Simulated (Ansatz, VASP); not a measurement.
# Al: VASP beside Ansatz

Contents of INCAR:

```
ALGO = Normal
EDIFF = 1E-7
ENCUT = 520
GGA = PE
ISIF = 2
ISMEAR = 0
LASPH = True
LCHARG = False
LREAL = False
LWAVE = False
NBANDS = 8
NELM = 60
PREC = Accurate
SIGMA = 0.15
```

File KPOINTS:

```
k-points
0
Gamma
  22 22 22
```

Contents of POSCAR:

```
Al
1.0
   -1.5882273931      1.5882273931      1.5882273931
    1.5882273931     -1.5882273931      1.5882273931
    1.5882273931      1.5882273931     -1.5882273931
Al
1
Direct
    0.0000000000      0.0000000000      0.0000000000
```

Input for Ansatz:

```yaml
crystal:
  lattice:
    - [-1.5882273931, 1.5882273931, 1.5882273931]
    - [1.5882273931, -1.5882273931, 1.5882273931]
    - [1.5882273931, 1.5882273931, -1.5882273931]
  atoms:
    - { symbol: Al, position: [0.0, 0.0, 0.0] }
basis:
  ecutwfc: 420
kpoints:
  mp_grid: { grid: [22, 22, 22] }
hamiltonian:
  xc: pbe
scf:
  occupations: { method: gaussian, width: 0.15 }
output:
  forces: true
  stress: true
  eigenvalues: true
```

Alike in both runs: task single point; functional PBE; k mesh 22 × 22 × 22; occupations gaussian, width 0.15 eV; no spin polarisation.

|  | VASP | Ansatz |
| --- | --- | --- |
| version | VASP 6.6.1 | Ansatz 0.2.0 |
| potentials or method | VASP PAW PBE potentials, release 64 (Al) | scalar-relativistic, plane waves, PAW |
| plane-wave cutoff (eV) | 520 | 420 |
| valence electrons in the cell | 3 | 3 |

|  | VASP | Ansatz | Ansatz less VASP |
| --- | --- | --- | --- |
| gap on the k mesh at the Fermi level (eV) | none | none | - |
| pressure (GPa) | 4.2 | 4.2 | +0.02 |

A gap of «none» marks a metal or a gap that the smearing closes. The functional is the same, so the differences come from potentials, cutoffs and numerics.
